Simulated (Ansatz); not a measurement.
## Stress against strain in Sn

```
CELL_PARAMETERS angstrom
-2.91585 2.91585 1.59065
2.91585 -2.91585 1.59065
2.91585 2.91585 -1.59065
ATOMIC_POSITIONS crystal
Sn 0.00000 0.00000 0.00000
Sn 0.75000 0.25000 0.50000
```

Atoms are numbered in the order listed.

The cell is COD entry 1534488, as deposited and not checked against the literature; nothing was relaxed.

No spin–orbit coupling, which matters for the heavy atoms here.

The calculation used DFT, PBE, all-electron LAPW, scalar-relativistic (Ansatz 0.2.0).

The runs use a Γ-centred 15×15×15 k mesh, Fermi–Dirac smearing of 0.05 eV, basis error target 0.5 meV/atom, no spin polarisation.

The strain is applied along the Cartesian axes of the cell as listed (the other components stay zero). Fractional coordinates are held (clamped ions).

σ is the change of stress from the unstrained cell, which is at 2.65 GPa; tension is positive, so slopes are stress–strain coefficients at that pressure. In a metal the k mesh adds noise.

Only quantities that a quadratic follows smoothly over the whole series are listed; rougher ones are left out.

| εxx = εyy | σzz (GPa) | σxx (GPa) |
| --- | --- | --- |
| -0.0300 | -2.78 | -5.09 |
| -0.0100 | -0.88 | -1.48 |
| 0.0000 | 0.00 | 0.00 |
| 0.0100 | 0.79 | 1.33 |
| 0.0200 | 1.39 | 2.59 |
| 0.0300 | 1.86 | 3.75 |

Fit the series and read off the stiffness at zero strain.

Least-squares fits y = p0 + p1 x + p2 x² to the rows give σzz (GPa): p1 = 78.2, p2 = -520; σxx (GPa): p1 = 146, p2 = -740. So C13 + C23 = 78 GPa and C11 + C12 = 146 GPa, for these axes.

One run, at εxx = εyy = -0.0200, is withheld. Predict its row.

The fits give -1.76, -3.23; the run gave -1.79, -3.18.
